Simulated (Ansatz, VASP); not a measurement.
## Sn23CO48 (C_Sn) in two plane-wave programs

One calculation is typed for both programs; each brings its own data sets. How far apart do they land? The cell is taken from a series of runs on this material, whose earlier steps may have relaxed, scaled, displaced or heated it; both programs get it as it stands.

Program: Ansatz 0.2.0. Level of theory: plane waves, with VASP 6.6.1 beside it; single point at r2SCAN. Results are calculated unless marked as measured.

## (1) The starting structure

The cell holds 72 atoms: 23 Sn, 48 O and 1 C. Cell: a = 9.516 Å, b = 9.516 Å, c = 9.602 Å, α = 90.0°, β = 90.0°, γ = 90.0°. It derives from SnO2 (SnO2 (P4_2/mnm)). Nearest the centre at fractional (0.500, 0.500, 0.667): C72 at 1.18 Å, O70 at 1.76 Å, O56 at 1.86 Å, O45 at 1.86 Å, O35 at 2.12 Å, O52 at 2.15 Å, O41 at 2.15 Å, Sn22 at 3.00 Å.

Coordinates:

```xyz
72
Lattice="9.5155 0.0000 0.0000 0.0000 9.5155 0.0000 0.0000 0.0000 9.6020" Properties=species:S:1:pos:R:3 pbc="T T T"
Sn    2.3760    2.3791    1.5969
Sn    0.0267    0.0294    9.5861
Sn    2.4178    2.4209    4.8325
Sn    0.0205    0.0237    3.1795
Sn    2.3883    2.3914    7.9362
Sn    9.4961    9.4989    6.3549
Sn    2.3733    7.1310    1.5786
Sn    0.0021    4.7557    9.5774
Sn    2.3987    7.1058    4.7589
Sn    9.5052    4.7489    3.1753
Sn    2.3544    7.1945    7.9440
Sn    0.0140    4.7519    6.3854
Sn    7.1281    2.3763    1.5785
Sn    4.7525    0.0053    9.5774
Sn    7.1027    2.4017    4.7591
Sn    4.7460    9.5083    3.1753
Sn    7.1918    2.3571    7.9441
Sn    4.7488    0.0172    6.3854
Sn    7.1280    7.1311    1.5977
Sn    4.7291    4.7319    0.1911
Sn    7.1608    7.1639    4.7145
Sn    4.7443    4.7473    3.4046
Sn    7.1873    7.1905    8.0679
O     0.9251    3.8371    1.5609
O     3.8340    0.9282    1.5610
O     1.4754    1.4784    9.5623
O     3.3181    3.3211    9.5822
O     0.9026    3.8587    4.7750
O     3.8556    0.9057    4.7749
O     1.4608    1.4639    3.2102
O     3.2876    3.2906    3.1832
O     0.8813    3.8221    7.9977
O     3.8190    0.8844    7.9977
O     1.4031    1.4061    6.3738
O     3.2604    3.2636    6.4109
O     0.9371    8.6062    1.5559
O     3.8291    5.6958    1.6801
O     1.5443    6.1576    9.5270
O     3.3312    8.0071    9.5488
O     0.8793    8.5350    4.7788
O     3.8041    5.7740    4.7662
O     1.3771    6.2496    3.1469
O     3.2460    8.1276    3.1449
O     0.8569    8.5626    7.9830
O     4.1369    5.6756    7.8944
O     1.4449    6.2237    6.4129
O     3.2735    8.0988    6.3907
O     5.6930    3.8322    1.6801
O     8.6033    0.9399    1.5558
O     6.1545    1.5474    9.5269
O     8.0040    3.3341    9.5487
O     5.7711    3.8073    4.7661
O     8.5319    0.8822    4.7789
O     6.2466    1.3803    3.1470
O     8.1247    3.2487    3.1449
O     5.6722    4.1405    7.8942
O     8.5597    0.8595    7.9829
O     6.2205    1.4481    6.4130
O     8.0958    3.2764    6.3909
O     5.6782    8.5944    1.5610
O     8.5912    5.6811    1.5611
O     6.1972    6.2003    0.0189
O     8.0760    8.0789    0.0332
O     5.6685    8.5385    4.8091
O     8.5351    5.6714    4.8091
O     6.2263    6.2296    3.1922
O     8.0787    8.0817    3.1522
O     5.6919    8.5683    7.9865
O     8.5651    5.6949    7.9865
O     5.9921    5.9956    6.6381
O     7.9822    7.9850    6.3790
C     5.2478    5.2513    7.3519
```

## (2) VASP: single point, r2SCAN

A single point gives forces, pressure and levels at one fixed geometry, so differences don't come from the geometry; what else differs is listed under the comparison.

Lines of VASP's logs that name or quote its potential files are left out, and so is its time.

INCAR reads:

```
SYSTEM = Sn23CO48
PREC = Accurate
ENCUT = 580
EDIFF = 1E-06
NELM = 120
ISMEAR = -1
SIGMA = 0.01
LREAL = Auto
ALGO = Normal
METAGGA = R2SCAN
LASPH = .TRUE.
NBANDS = 360
LORBIT = 11
LWAVE = .FALSE.
LCHARG = .FALSE.
ISIF = 2
ISYM = 0
GGA_COMPAT = .FALSE.
EFERMI = MIDGAP
LMIXTAU = .TRUE.
KPAR = 4
```

POSCAR reads:

```
Sn23CO48
1.0
    9.5155030731      0.0000000000      0.0000000000
    0.0000000000      9.5155030731      0.0000000000
    0.0000000000      0.0000000000      9.6020443945
Sn O C
23 48 1
Direct
    0.2496978259      0.2500261661      0.1663047086
    0.0028075627      0.0030937639      0.9983402717
    0.2540877318      0.2544172734      0.5032801729
    0.0021520069      0.0024892743      0.3311300304
    0.2509896080      0.2513177838      0.8265125362
    0.9979576502      0.9982552914      0.6618247213
    0.2494189147      0.7494134449      0.1644012229
    0.0002250495      0.4997859319      0.9974310587
    0.2520782490      0.7467566848      0.4956155507
    0.9989201057      0.4990746639      0.3306898011
    0.2474275578      0.7560793328      0.8273237274
    0.0014757446      0.4993900093      0.6650083373
    0.7491025944      0.2497257195      0.1643963776
    0.4994526720      0.0005539941      0.9974380423
    0.7464381255      0.2524028815      0.4956307208
    0.4987635012      0.9992442138      0.3306902126
    0.7557969847      0.2477090277      0.8273322168
    0.4990573124      0.0018089216      0.6650094222
    0.7490939489      0.7494217534      0.1663961490
    0.4969898965      0.4972833941      0.0199051986
    0.7525387916      0.7528686945      0.4909879503
    0.4985815039      0.4989023320      0.3545667287
    0.7553299490      0.7556634893      0.8402236093
    0.0972160517      0.4032434868      0.1625626387
    0.4029167957      0.0975419569      0.1625706194
    0.1550479811      0.1553710086      0.9958585208
    0.3487057887      0.3490151163      0.9979331550
    0.0948531602      0.4055147164      0.4972857715
    0.4051955287      0.0951827014      0.4972821723
    0.1535137562      0.1538419178      0.3343297719
    0.3455040593      0.3458175024      0.3315087526
    0.0926127948      0.4016720301      0.8329123897
    0.4013430689      0.0929387084      0.8329160457
    0.1474566606      0.1477665512      0.6637990212
    0.3426392324      0.3429735757      0.6676641598
    0.0984784567      0.9044444456      0.1620435503
    0.4024093003      0.5985777472      0.1749712246
    0.1622942142      0.6471116294      0.9921806873
    0.3500767939      0.8414777577      0.9944559946
    0.0924047808      0.8969549329      0.4976826417
    0.3997802209      0.6067945562      0.4963696031
    0.1447263276      0.6567768205      0.3277355535
    0.3411316606      0.8541418616      0.3275275729
    0.0900552279      0.8998609059      0.8313820388
    0.4347565108      0.5964564511      0.8221547125
    0.1518506618      0.6540604906      0.6678677800
    0.3440133434      0.8511119656      0.6655605841
    0.5982842950      0.4027284870      0.1749765579
    0.9041327864      0.0987780131      0.1620311577
    0.6467816327      0.1626183349      0.9921764215
    0.8411543242      0.3503902814      0.9944452152
    0.6064938954      0.4001150052      0.4963592298
    0.8966332249      0.0927156267      0.4976971130
    0.6564678859      0.1450528634      0.3277407506
    0.8538398747      0.3414120885      0.3275289177
    0.5961001166      0.4351274493      0.8221323114
    0.8995501470      0.0903298549      0.8313801693
    0.6537234854      0.1521856294      0.6678818458
    0.8508040265      0.3443199073      0.6655747642
    0.5967337152      0.9031999307      0.1625701648
    0.9028653184      0.5970413862      0.1625762882
    0.6512750519      0.6515947675      0.0019648644
    0.8487187397      0.8490204613      0.0034571694
    0.5957149195      0.8973217193      0.5008444559
    0.8969706835      0.5960151553      0.5008408870
    0.6543282767      0.6546738223      0.3324522000
    0.8490089541      0.8493151838      0.3282888329
    0.5981706868      0.9004548756      0.8317547936
    0.9001200739      0.5984902810      0.8317544073
    0.6297189974      0.6300863184      0.6913222267
    0.8388610661      0.8391582434      0.6643328552
    0.5515034564      0.5518645758      0.7656601829
```

KPOINTS reads:

```
Points of the shifted mesh
8
Reciprocal
 0.2500000000  0.2500000000  0.2500000000 1
 0.2500000000  0.2500000000  0.7500000000 1
 0.2500000000  0.7500000000  0.2500000000 1
 0.2500000000  0.7500000000  0.7500000000 1
 0.7500000000  0.2500000000  0.2500000000 1
 0.7500000000  0.2500000000  0.7500000000 1
 0.7500000000  0.7500000000  0.2500000000 1
 0.7500000000  0.7500000000  0.7500000000 1
```

PAW data sets: Sn_d, O and C (PBE family, release 64).

On the command line:

```
$ mpirun -np 8 vasp_std
```

Numbers of over 12 decimals in the logs are rounded to 6 here.

What it wrote:

```text
[banner, memory and clock lines left out]
running    8 mpi-ranks, on    1 nodes
[...]
|                                                                             |
|           W    W    AA    RRRRR   N    N  II  N    N   GGGG   !!!           |
|           W    W   A  A   R    R  NN   N  II  NN   N  G    G  !!!           |
|           W    W  A    A  R    R  N N  N  II  N N  N  G       !!!           |
|           W WW W  AAAAAA  RRRRR   N  N N  II  N  N N  G  GGG   !            |
|           WW  WW  A    A  R   R   N   NN  II  N   NN  G    G                |
|           W    W  A    A  R    R  N    N  II  N    N   GGGG   !!!           |
|                                                                             |
|     For optimal performance we recommend to set                             |
|       NCORE = 2 up to number-of-cores-per-socket                            |
|     NCORE specifies how many cores store one orbital (NPAR=cpu/NCORE).      |
|     This setting can greatly improve the performance of VASP for DFT.       |
[...]
|               ----> ADVICE to this user running VASP <----                  |
|                                                                             |
|     You enforced a specific xc type in the INCAR file but a different       |
|     [... a line on the potential file left out ...]
|     I HOPE YOU KNOW WHAT YOU ARE DOING!                                     |
|                                                                             |

 LDA part: xc-table for (None), standard interpolation
 POSCAR, INCAR and KPOINTS ok, starting setup
[...]
entering main loop
       N       E                     dE             d eps       ncg     rms          rms(c)
DAV:   1     0.141195379569E+05    0.14120E+05   -0.25015E+05  5760   0.293E+03
DAV:   2     0.258299774805E+04   -0.11537E+05   -0.11062E+05  5760   0.931E+02
DAV:   3    -0.744061868346E+03   -0.33271E+04   -0.31533E+04  5992   0.374E+02
DAV:   4    -0.119461425888E+04   -0.45055E+03   -0.44021E+03  6616   0.145E+02
[...]
DAV:  22    -0.994190322085E+03   -0.48136E-04   -0.97980E-06  5192   0.104E-02    0.240E-03
DAV:  23    -0.994190325620E+03   -0.35351E-05   -0.26342E-06  3880   0.523E-03    0.112E-03
DAV:  24    -0.994190325674E+03   -0.53464E-07   -0.40157E-07  3264   0.247E-03
   1 F= -.99419033E+03 E0= -.99419033E+03  d E =0.000000E+00
```

From OUTCAR (step 2):

```text
 POSITION                                       TOTAL-FORCE (eV/Angst)
 -----------------------------------------------------------------------------------
      2.37600      2.37912      1.59687         0.010782      0.005108     -0.005729
      0.02672      0.02944      9.58611        -0.014371     -0.013734     -0.031136
      2.41777      2.42091      4.83252        -0.012578     -0.014080     -0.040975
      0.02048      0.02369      3.17953        -0.016852     -0.018461     -0.024463
      2.38829      2.39142      7.93621        -0.026655     -0.029072      0.057033
      9.49607      9.49890      6.35487        -0.016021     -0.015393      0.031333
      2.37335      7.13105      1.57859        -0.002499      0.001524      0.009629
      0.00214      4.75571      9.57738         0.000889      0.002621      0.006153
      2.39865      7.10577      4.75892        -0.057384      0.050881      0.012109
      9.50523      4.74895      3.17530         0.001351      0.009546      0.006268
      2.35440      7.19448      7.94400         0.042089     -0.037707      0.009239
      0.01404      4.75195      6.38544        -0.001869     -0.006665     -0.004203
      7.12809      2.37627      1.57854         0.002947     -0.007023      0.008683
      4.75254      0.00527      9.57744         0.002435      0.000747      0.004925
[...]
-----------------------------------------------------------------------------------
    total drift:                                0.062180      0.028887     -0.001675

  FREE ENERGIE OF THE ION-ELECTRON SYSTEM (eV)
  ---------------------------------------------------
  free  energy   TOTEN  =      -994.1903256735 eV

  energy  without entropy=     -994.1903256735  energy(sigma->0) =     -994.19032567
```

The run ends at a pressure of 1.62 GPa, with forces up to 0.36 eV/Å.

## (3) Ansatz: single point, r2SCAN

Ansatz runs on its PAW soft_1 files.

The same cell, functional, mesh and smearing now go to Ansatz.

input.yaml reads:

```yaml
crystal:
  checkpoint: "../q0.relax.run"
  host: checkpoint
basis:
  ecutwfc: 500
  xc_grid: 2
hamiltonian:
  xc: r2scan
  pseudopotentials: { kind: paw, azcp: { folder: soft_1 } }
kpoints:
  mp_grid: { grid: [2, 2, 2], shift: [0.5, 0.5, 0.5] }
scf:
  occupations: { method: fermi_dirac, width: 0.01 }
  max_iter: 60
output:
  forces: true
  eigenvalues: true
  charged_corrections:
    epsilon: [4.6, 4.6, 4.91]
    static_epsilon: [13.48, 13.48, 10.42]
    defect_position: [0.5, 0.5, 0.666667]
  eigenstates: { localisation: true }
  populations: true
  band_densities: [{ bands: [v1, v1] }, { bands: [c1, c1] }]
  write_density: true
  write_potential: true
  volumetric_format: npy
checkpoint:
  read: "../q0.relax.run"
  write: "../q0.point.run"
  compress: false
  write_wavefunctions: false
  write_every: 100000
```

On the command line:

```
$ ansatz run input.yaml --threads 4 --pin off --max-ram 15073MiB --backend cpu --events-out ev --progress --plain --runs-dir out
```

What it wrote:

```text
crystal.checkpoint: the structure is that of <dir>, a `relax` run, at its step 14: its result, under r2scan at a charge of 0 e; 72 atoms read, 0 with a starting moment; crystal.structure_sha256 for this input is
Engine: ansatz 0.2.0, aarch64-unknown-linux-gnu
Pseudopotentials: kind: paw
Pseudopotential: Sn, paw, valence charge 14, recommended cutoff 500 eV (meta_gga), soft_1/Sn.paw.azcp
Pseudopotential: O, paw, valence charge 6, recommended cutoff 500 eV (meta_gga), soft_1/O.paw.azcp
Pseudopotential: C, paw, valence charge 4, recommended cutoff 500 eV (meta_gga), soft_1/C.paw.azcp
Functional definition: r2SCAN
  parameter k0 = 0.174
  parameter k1 = 0.065
  parameter a1 = 4.9479
  exchange = r2scan_x(k0 = k0, k1 = k1, a1 = a1)
  correlation = r2scan_c
Crystal: 72 atoms, lattice volume = 869.415 Å³
Basis set: ecut = 500 eV, 22119 PW (Γ), exchange–correlation on 144×144×144 points (8 copies of the dense FFT grid, shifted against one another)
Bands: 379, of which v1, the nominal top of the filled ones, is band 307 counted from 1 (306 counted from 0)
Symmetry: 1 space group operations
Space group: P1 (ITA 1), of the structure as read, at distance tolerance 9.5e-5 Å
k-points: 4 of 8 (time reversal used)
Non-local potential: Sn, projectors of the file, l = 0: 2, l = 1: 2, l = 2: 2, l = 3: 1
Non-local potential: O, projectors of the file, l = 0: 2, l = 1: 2, l = 2: 1
Non-local potential: C, projectors of the file, l = 0: 2, l = 1: 2, l = 2: 1
PAW form: soft (Blöchl's): semilocal exchange-correlation on the pseudo side does not see the compensation charge
PAW frozen core: Sn, regenerated for the run's functional (the file was generated under x = pbe(κ = 0.804, μ = 0.219515), c = pbe(β = 0.066725))
PAW frozen core: O, regenerated for the run's functional (the file was generated under x = pbe(κ = 0.804, μ = 0.219515), c = pbe(β = 0.066725))
PAW frozen core: C, regenerated for the run's functional (the file was generated under x = pbe(κ = 0.804, μ = 0.219515), c = pbe(β = 0.066725))
PAW one-centre angular grid: Sn, 590 points (default); XC on 160 Gauss nodes
PAW one-centre angular grid: O, 302 points (default); XC on 160 Gauss nodes
PAW one-centre angular grid: C, 302 points (default); XC on 219 of its mesh's 2255 points in the sphere
Initial density: read from a saved state, or passed on in memory by an earlier SCF of this step, an earlier step, the calling program or the single point that the run made first
Initial wavefunctions: pseudopotential atomic-orbital guess — the wavefunctions supplied were not used: k-point sampling differs
Functional: x = r2scan, c = r2scan; τ floored in thin density (d = 2e-4 eV/Å³)
iter 1 solved again at ethr=1.04e-7 eV; its pass at ethr=3.10e-3 eV (dr2=6.39e-4 eV) is discarded
SCF iter   1: F=—  HF=-166437.310082 eV  |F-HF|=—  |Δ(HF+E_count)|=         —  Δρ=2.82e-4  dr2=2.36e-4  dr2_τ=1.07e-5  ethr=1.04e-7  ⟨swp⟩=9.8  Hψ=11407  notcnv=0
preconditioner: auto → Resta (q_TF=auto, 2.575 Å⁻¹)  ε∞=3.3  [insulator: Δε(μ)=2.234 eV  Ē_g=20.608 eV  σ=0.010 eV  W_gap=1.00  n_scr=250 (ndim 8)  ℏωp=31.2 eV  f_vac=0.031  D(μ)=0.00/eV (n_scr^D=0)  ε∞_Penn≈3.3]
SCF iter   2: F=—  HF=-166437.310044 eV  |F-HF|=—  |Δ(HF+E_count)|=   3.80e-5  Δρ=1.48e-4  dr2=5.19e-5  dr2_τ=4.99e-6  ethr=3.84e-8  ⟨swp⟩=2.0  Hψ=2100  notcnv=0
SCF iter   3: F=—  HF=-166437.311122 eV  |F-HF|=—  |Δ(HF+E_count)|=   1.08e-3  Δρ=5.06e-5  dr2=1.44e-5  dr2_τ=2.18e-6  ethr=8.45e-9  ⟨swp⟩=2.0  Hψ=2104  notcnv=0
SCF iter   4: F=—  HF=-166437.311119 eV  |F-HF|=—  |Δ(HF+E_count)|=   3.14e-6  Δρ=5.24e-6  dr2=1.59e-7  dr2_τ=1.94e-8  ethr=2.35e-9  ⟨swp⟩=2.0  Hψ=2100  notcnv=0
SCF iter   5: F=-166437.311119 eV  HF=-166437.311119 eV  |F-HF|=1.07e-8  |Δ(HF+E_count)|=   5.71e-8  Δρ=2.83e-6  dr2=4.82e-8  dr2_τ=6.63e-9  ethr=1.63e-11  ⟨swp⟩=14.5  Hψ=11640  notcnv=0
SCF 1 converged in 5 iterations: F = -166437.311119 eV  dr2 = 4.82e-8
  greatest PAW one-centre occupation: 0.995 electrons in one spin orbital (limit 2), on the Sn atom at site 54 (counted from 0), in its partial waves of l = 2
SCF converged after 5 iterations
Free energy (F): -166437.311119 eV
Harris-Foulkes:  -166437.311119 eV  (|F-HF|=1.07e-8)
Internal energy: -166437.311119 eV  (E = F + TS)
E sigma→0 (E₀):  -166437.311119 eV
Fermi energy:    10.236524 eV
--- Per-component energies (eV) ---
  E_band       = -2079.057615
  E_kinetic    = 12168.267988
  E_local      = -38518.260185  (includes V_loc(G=0)·N_el)
  E_nonlocal   = 5853.399484
  E_hartree    = 17442.457322
  E_xc         = -6082.723794
  E_vxc        = -6887.055633  (∫ρ·V_xc dr)
  E_paw        = -109221.411066  (= ΣΔE_a)
  E_vpaw       = -10013.448363  (= ΣTr[D̂ρ^β])
  E_aug_tail   = 0.015001  (compensation charges beyond the density's cutoff)
  E_vtau       = 433.110510  (kinetic-family band-sum trace: ∫τ·v_τ [+ j·A + Jᵃ·Aᵃ] dr)
  E_ewald      = -48094.410310
[...]
k-point 3: bands = [... 303 lower, 8.7206, 8.8359, 8.9242, 9.1066, 11.3614, 12.5821, 12.7532, 12.9225, ... 68 higher]
--- Löwdin populations: 72 sites ---
  site symbol       q [e]
     0     Sn     12.1466
     1     Sn     12.1397
     2      O      6.8634
     3      O      6.8634
     4      O      6.8625
     5      O      6.8598
     6     Sn     12.1508
     7     Sn     12.1438
     8      O      6.8581
     9      O      6.8581
    10      O      6.8602
    11      O      6.8625
    12     Sn     12.1592
    13     Sn     12.1485
    14      O      6.8641
    15      O      6.8641
    16      O      6.8735
    17      O      6.8633
    18     Sn     12.1458
    19     Sn     12.1472
    20      O      6.8627
    21      O      6.8618
    22      O      6.8572
    23      O      6.8586
[...]
64      O      6.8522
    65      O      6.8652
    66     Sn     12.1485
    67      C      3.1886
    68      O      6.8632
    69      O      6.8632
    70      O      6.4798
    71      O      6.8470
  spilling = 0.005234 (of n_electrons = 614.000000)
--- Band densities, each state counted as filled ---
  window                                       electrons  max residual (eV)  cut levels
  bands: [v1, v1]                               2.000000             2.6e-9           0
  bands: [c1, c1]                               2.000000             1.9e-4           0
```

## (4) Side by side

Known differences besides the potentials themselves: VASP keeps PBE cores, Ansatz makes them for the functional; the cutoff is 500 eV in Ansatz and 580 eV in VASP (PREC = Accurate, projectors in real space). Total energies have different zeros and are not compared.

Both answers:

```
              quantity  Ansatz   VASP  difference
gap on the k mesh (eV)   2.236  2.200      +0.036
```

Forces on 7 of the 72 atoms, those with the largest forces and the largest differences (eV/Å; atoms numbered as in POSCAR):

| atom | Ansatz x, y, z | VASP x, y, z |
| --- | --- | --- |
| O35 | 0.006, 0.006, -0.003 | 0.140, 0.140, 0.001 |
| O41 | 0.000, -0.001, 0.002 | 0.035, -0.016, 0.089 |
| O45 | 0.007, 0.001, -0.004 | -0.273, 0.123, 0.117 |
| O52 | -0.001, 0.001, 0.003 | -0.017, 0.035, 0.090 |
| O56 | 0.003, 0.003, -0.003 | 0.125, -0.277, 0.119 |
| O70 | -0.003, -0.002, 0.004 | 0.206, 0.207, -0.209 |
| C72 | -0.002, 0.001, -0.008 | -0.060, -0.058, -0.181 |

The forces differ by 51 meV/Å r.m.s., where the r.m.s. force is 0.003 eV/Å in Ansatz and 0.051 eV/Å in VASP: the atoms lie near their places of rest in Ansatz, so a percentage would say little (all taken over all components). A gap on the mesh is an upper bound, since the band edges may lie between its points.

## (5) What came out

| Property | Result |
| --- | --- |
| r.m.s. force difference (single point, r2SCAN) | 51 meV/Å |

What this shows: The r.m.s. force difference is 51 meV/Å (single point, r2SCAN), beyond the 12 meV/Å picked in this series as the mark of a large difference. What causes the difference of the single point, r2SCAN pair stays open here. How closely two codes agree says nothing of how well the functional describes the real material.

[Lines on the potential files, build, host, timing and source positions are cut from VASP's logs without a mark.]

[Logs are printed without paths, hosts, clocks, repeated set-up lines and the standing remarks that a program may print on its own settings, such as how far it seeks lower states.]

[Hosts, paths, dates, database ids (printed as entryN), source tags and the programs' standing remarks are cut or masked in the printed files.]
